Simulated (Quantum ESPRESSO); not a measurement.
Crystal: HgTe.

```xyz
2
Lattice="0.0000 3.1800 3.1800 3.1800 0.0000 3.1800 3.1800 3.1800 0.0000" Properties=species:S:1:pos:R:3 pbc="T T T"
Hg    0.0000    0.0000    0.0000
Te    3.1800    3.1800    3.1800
```

Measurements of this composition are mostly on another form, of space group No. 216.

- Program: Quantum ESPRESSO 7.5
- Task: phonons
- Functional: PBEsol
- Potentials or basis: GBRV 1.5 PBEsol
- Cutoff: 612 eV
- Density cutoff: 4898 eV
- k mesh: 7 × 7 × 7
- Occupations: cold, width 0.136 eV
- Spin: no spin polarisation
- Mixing beta: 0.5
- Most SCF iterations: 120
- SCF threshold: 4e-10 Ry

The cell and the atoms were relaxed first, to 27.07 Å³/atom (a = 4.246 Å, b = 4.246 Å, c = 4.246 Å, α = 60.00°, β = 60.00°, γ = 60.00°), and the response was taken there.

Q: What is the highest optical frequency at the zone centre?

A: 95 cm⁻¹, a mode of symmetry T1u (IR).

Optical modes at Γ, degenerate ones joined:
| cm⁻¹ | components | symmetry | active in |
| --- | --- | --- | --- |
| 95 | 3 | T1u | IR |

Caveat: the mesh is thin for the phonons of a metal; the volume moved by over 15 % at a fixed basis, so the end points are rough.
